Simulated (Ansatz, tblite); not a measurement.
CaO: GFN2-xTB, run from Python

These are simulated results from tblite 0.8.0, not measurements. The cell was built from a prototype and was relaxed with r2SCAN in plane waves (Ansatz 0.2.0). Not every such cell is a known phase. All runs are without spin polarisation.

Space group P6_3/mmc (No. 194), hexagonal; a = 3.981 Å, c = 4.770 Å in the conventional setting, 16.37 Å³ an atom. Ca has 5 O at 2.30–2.39 Å; O has 5 Ca at 2.30–2.39 Å.

tblite solves periodic systems at the zone centre alone, so the script builds a cluster of 3×3×2 conventional cells (72 atoms), which folds in a coarse mesh of k points.

run.py reads:

```python
import json
from ase import Atoms
from ase.build import make_supercell
from ase.units import Bohr, GPa, Hartree
from tblite.interface import Calculator

atoms = Atoms(['Ca', 'Ca', 'O', 'O'],
              cell=[[3.980838, 0.0, 0.0], [-1.990419, 3.44750684, 0.0], [0.0, 0.0, 4.77044407]],
              scaled_positions=[[0.333333333, 0.666666667, -0.0625], [0.666666667, 0.333333333, 0.4375], [0.333333333, 0.666666667, 0.4375], [0.666666667, 0.333333333, 0.9375]],
              pbc=True)
cluster = make_supercell(atoms, [[3, 0, 0], [0, 3, 0], [0, 0, 2]])
calc = Calculator('GFN2-xTB', cluster.numbers, cluster.positions / Bohr, lattice=cluster.cell[:] / Bohr, periodic=cluster.pbc)
calc.set('temperature', 0.02 / Hartree)
calc.set('max-iter', 150)
res = calc.singlepoint()
levels = res.get('orbital-energies') * Hartree
nv = round(res.get('orbital-occupations').sum() / 2)
cells = len(cluster) // len(atoms)
out = {'energy_per_cell': res.get('energy') * Hartree / cells, 'homo': levels[nv - 1], 'lumo': levels[nv],
       'stress': (-res.get('virial') * Hartree / cluster.get_volume() / GPa).tolist(), 'charges': res.get('charges')[:len(atoms)].tolist(), 'electrons': 2 * nv / cells}
json.dump(out, open('results.json', 'w'))
for key, value in out.items():
    print(key, value)
```

Command: `python run.py`. It took 9.3 s on 1 thread of Arm Neoverse V1 (shared host), peak memory 0.12 GiB.

Output:

```
------------------------------------------------------------
  cycle        total energy    energy error   density error
------------------------------------------------------------
      1     -143.3428121099  -1.4351339E+02   5.7612693E-01
      2     -163.3598611208  -2.0017049E+01   2.2396022E-01
      3     -165.3167016372  -1.9568405E+00   6.7528794E-02
      4     -164.8491839512   4.6751769E-01   9.9090409E-02
      5     -163.5084019529   1.3407820E+00   1.4341251E-01
      6     -165.3568237311  -1.8484218E+00   6.3343990E-02
      7     -165.5222801899  -1.6545646E-01   5.6156560E-02
      8     -165.6521545177  -1.2987433E-01   4.5536144E-02
      9     -165.6995287284  -4.7374211E-02   4.1133367E-02
     10     -165.7635380394  -6.4009311E-02   3.4123734E-02
     11     -165.7916776785  -2.8139639E-02   3.0344521E-02
     12     -165.8782197300  -8.6542051E-02   1.2601384E-02
     13     -165.8974204747  -1.9200745E-02   4.8325528E-03
     14     -165.8979820259  -5.6155120E-04   3.1304819E-03
     15     -165.8980574667  -7.5440790E-05   2.6753045E-03
     16     -165.8980309209   2.6545863E-05   2.2157664E-03
     17     -165.8981987327  -1.6781186E-04   1.1320031E-03
     18     -165.8982085880  -9.8552254E-06   6.9323454E-04
     19     -165.8982159843  -7.3963625E-06   2.6028592E-04
     20     -165.8982167126  -7.2831827E-07   7.5099244E-05
     21     -165.8982168223  -1.0964376E-07   4.3856559E-05
     22     -165.8982169164  -9.4104763E-08   6.2577571E-06
------------------------------------------------------------

 total:                                   8.681 sec
energy_per_cell -250.79557895921536
homo -13.092856632441706
lumo -13.059482447420084
stress [[-18.750511218610125, -9.260758235042273e-05, -6.967001981340757e-07], [-9.260758235034047e-05, -18.7506181300817, 4.022395866757649e-07], [-6.967001980378172e-07, 4.0223958669679346e-07, -14.030799473018392]]
charges [0.49867029145820896, 0.4986702914433726, -0.49866952403139964, -0.4986708935309352]
electrons 16.0
```

The cycle table is in hartree for the whole cluster, and the lines after it are in eV (the energy for one cell). The printed stress is in GPa and positive in compression, and the pressure is its mean diagonal.

GFN2-xTB gives a gap of 0.03 eV. On the same cell, plane-wave PBE (Ansatz, 12×12×6 k points and the special points) gives a gap of 3.21 eV and r2SCAN a gap of 3.63 eV; on shared hosts these took about 6.4 and 19 core-seconds on the 4-atom cell, against 9.3 for the script. Semilocal gaps usually lie below measured ones. This method closes a gap that PBE finds, a failure in kind.

The same script was run on cells scaled at fixed shape and fractional coordinates:

```tsv
volume (Å³/atom)	energy (meV/atom)	pressure (GPa, positive in compression)	gap (eV)
14.40	-215.5	-17.47	0.33
15.39	-107.3	-17.71	0.15
16.37	0.0	-17.18	0.03
17.35	102.6	-16.28	0.04
18.33	199.6	-15.37	0.12
```

The minimum lies beyond the smallest of these volumes.

xTB was fitted mostly to molecules, and a small cluster samples few k points, so gaps, pressures and kinks along a curve can be far from a solid's.
